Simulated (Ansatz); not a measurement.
**C (C (10-10), 4 layers): a single-point run**

The task is a single-point run on C (C (10-10), 4 layers). The structure is shown as the input types it.

Method: DFT, PBEsol, PAW with Ansatz's default frozen-core files, scalar-relativistic, in Ansatz 0.2.0.

## Step 1: Starting point

The structure is orthorhombic, space group Cmme (No. 67). The conventional cell has a = 1.706 Å, b = 6.312 Å, c = 17.970 Å, α = 90.00°, β = 90.00°, γ = 90.00°. Around C (site symmetry mm2) lie 4 C at 1.56 to 1.71 Å.

Coordinates:

```xyz
4
Lattice="1.7063 0.0000 0.0000 0.0000 6.3118 0.0000 0.0000 0.0000 17.9702" Properties=species:S:1:pos:R:3 pbc="T T T"
C     0.0000    4.7338    8.3326
C     0.8531    1.5779    8.3330
C     0.8531    4.7338    9.6372
C     0.0000    1.5779    9.6376
```

## Step 2: The run

File input.yaml:

```yaml
crystal:
  lattice:
    - [1.7062526236, 0.0, 0.0]
    - [0.0, 6.3117731547, 0.0]
    - [0.0, 0.0, 17.9702]
  atoms:
    - { symbol: C, position: [0.0, 0.75, 0.4636881249] }
    - { symbol: C, position: [0.5, 0.25, 0.4637134565] }
    - { symbol: C, position: [0.5, 0.75, 0.5362865334] }
    - { symbol: C, position: [0.0, 0.25, 0.5363118852] }
  periodic: [true, true, false]
kpoints:
  mp_grid: { grid: [19, 5, 1] }
scf:
  occupations: { method: fermi_dirac, width: 0.05 }
  max_iter: 80
hamiltonian:
  xc: pbesol
  pseudopotentials: { kind: paw }
output:
  forces: true
  stress: true
  eigenvalues: true
basis:
  ecutwfc: "50 eV"
```

Started as:

```console
$ ansatz run input.yaml --threads 1 --pin off --max-ram 3584MiB --backend cpu --events-out ev --progress --plain --runs-dir out
```

**Question.** How will this run end, and is anything wrong with its input?

The program finished normally, with warnings (cutoff below recommended, slab cell height set, slab electrons at coulomb cutoff). It gives a largest force of 25.5 eV/Å, which is large; a structure far from rest gives such values too, whatever the setting.

Look at the input: basis.ecutwfc is 50 eV. The basis cutoff is far too low: the plane waves can't represent the orbitals near the cores. The potentials' recommended cutoff is 420 eV.

The test: delete basis.ecutwfc (the default then holds).
